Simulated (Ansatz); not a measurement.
**Bi2Te3**

**What was measured.** A cell as deposited of trigonal Bi2Te3 (space group R-3m), temperature not stated, from the Crystallography Open Database (1993, doi:10.1016/0025-5408(93)90055-I), has a, c = 4.395, 30.440 Å and 33.95 Å³/atom.

Method: PBE, scalar-relativistic; no spin polarisation; PAW, 420 eV, Γ-centred 8×8×8 mesh, 0.05 eV Gaussian smearing; code Ansatz. The datasets are Ansatz's generated set soft_2.

```
Bi Te
1.0
     2.22481    1.28449   10.64947
    -2.22481    1.28449   10.64947
     0.00000   -2.56899   10.64947
Bi Te
2 3
Cartesian
  0.0000 0.0000 12.7031
  0.0000 0.0000 19.2453
  0.0000 0.0000 0.0000
  0.0000 0.0000 6.8763
  0.0000 0.0000 25.0721
```

The start was a prototype's sites filled with these elements; the Crystallography Open Database holds the compound in this structure.

The cell above was scaled in volume, and shape and atoms were relaxed at each volume within its symmetry. Energies are counted from the cell above.

The cell is relaxed to zero pressure at this level.

```json
{"V (Å³/atom)": "34.51", "ΔE (meV/atom)": "6.8", "P (GPa)": "1.32", "gap on the mesh (eV)": "0.31"}
{"V (Å³/atom)": "35.06", "ΔE (meV/atom)": "3.2", "P (GPa)": "0.82", "gap on the mesh (eV)": "0.34"}
{"V (Å³/atom)": "35.79", "ΔE (meV/atom)": "?", "P (GPa)": "?", "gap on the mesh (eV)": "?"}
{"V (Å³/atom)": "36.52", "ΔE (meV/atom)": "0.0", "P (GPa)": "-0.01", "gap on the mesh (eV)": "0.50"}
{"V (Å³/atom)": "37.25", "ΔE (meV/atom)": "0.4", "P (GPa)": "-0.23", "gap on the mesh (eV)": "0.60"}
{"V (Å³/atom)": "37.98", "ΔE (meV/atom)": "1.3", "P (GPa)": "-0.23", "gap on the mesh (eV)": "0.70"}
{"V (Å³/atom)": "39.08", "ΔE (meV/atom)": "3.0", "P (GPa)": "-0.23", "gap on the mesh (eV)": "0.79"}
{"V (Å³/atom)": "40.17", "ΔE (meV/atom)": "4.4", "P (GPa)": "-0.19", "gap on the mesh (eV)": "0.86"}
```

Problem. Fill in the withheld row.

Solution. ΔE (meV/atom): 0.8, P (GPa): 0.43, gap on the mesh (eV): 0.44.

Problem. Can a bulk modulus be trusted from these points?

Solution. No. The energies are smooth (scatter 0.07 meV/atom), but the pressures don't fall steadily as the cell grows, and the fit's B0′ of 23.8 is out of the usual range: the curve is too flat or too lopsided over this range, as for soft or weakly bound crystals, and a third-order form can't fix it.

**Against experiment.** PBE gives 4.450, 31.948 Å and 36.52 Å³/atom, +7.6 % in volume (+2.5 % in length) from the database's cell. The axes miss by +1.2 %, +5.0 %. The axes miss by different amounts; where weakly bound layers or chains set an axis, functionals without a dispersion term leave it too long. Spin–orbit coupling, left out, also moves the volume of such heavy elements' compounds. The database's entry may also be off.

Kohn–Sham gaps of semilocal functionals lie under measured ones, often by a third or more. Scalar-relativistic only: spin–orbit splittings of the heavy atoms' levels are missing. The structure is layered, and this functional has no dispersion term, so the layers' spacing is poorly fixed, often too long, and so is what hangs on it.
